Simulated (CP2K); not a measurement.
**Sb under changes of volume**

One of the cells (26.962 Å³/atom); the others are scaled copies at fixed shape and fractional positions:

```
CELL_PARAMETERS angstrom
3.51078 0.00000 0.00000
0.67895 3.44450 0.00000
-2.09487 -1.72225 2.22956
ATOMIC_POSITIONS crystal
Sb 0.00000 0.00000 0.00000
```

This isn't the form of Sb at room conditions, which is rhombohedral.

- Program: CP2K 2026.2
- Functional: PBEsol
- Dispersion: D4
- Potentials or basis: POTENTIAL_UZH Sb GTH-PBE-q5; TZVP-MOLOPT-PBE-GTH basis
- Density cutoff: 6123 eV
- k mesh: 12 × 12 × 12
- Occupations: gaussian, width 0.01 eV
- Spin: no spin polarisation

| volume (Å³/atom) | energy over the lowest point (meV/atom) | pressure (GPa) |
| --- | --- | --- |
| 25.344 | ? | ? |
| 25.883 | 10.07 | 3.1 |
| 26.423 | 2.39 | 1.5 |
| 26.962 | 0.00 | 0.0 |
| 27.501 | 1.95 | -1.2 |
| 28.040 | 8.13 | -2.4 |
| 28.580 | 18.14 | -3.5 |

Question: What does the run at 25.344 Å³/atom give?

Answer: Energy over the lowest point 23.70 meV/atom; pressure 5.0 GPa.

Worked out: A Birch-Murnaghan fit of order 3 (a polynomial in V^(-2/3)) to the other rows has its minimum at 26.98 Å³/atom with B0 = V·E''(V) = 68 GPa and B' = 3.9 at fixed shape and positions, which overstates the stiffness. It gives 23.21 meV/atom at 25.344 Å³/atom, against the run's 23.70, and -dE/dV = 4.8 GPa, against 5.0.

Energies are extrapolated to zero smearing.

Caveats: the potentials were made for another functional, which shifts forces and pressure; the basis of atomic orbitals isn't converged, which shifts pressures, moduli and gaps; pairwise dispersion overbinds metals, which lowers pressure and volume.
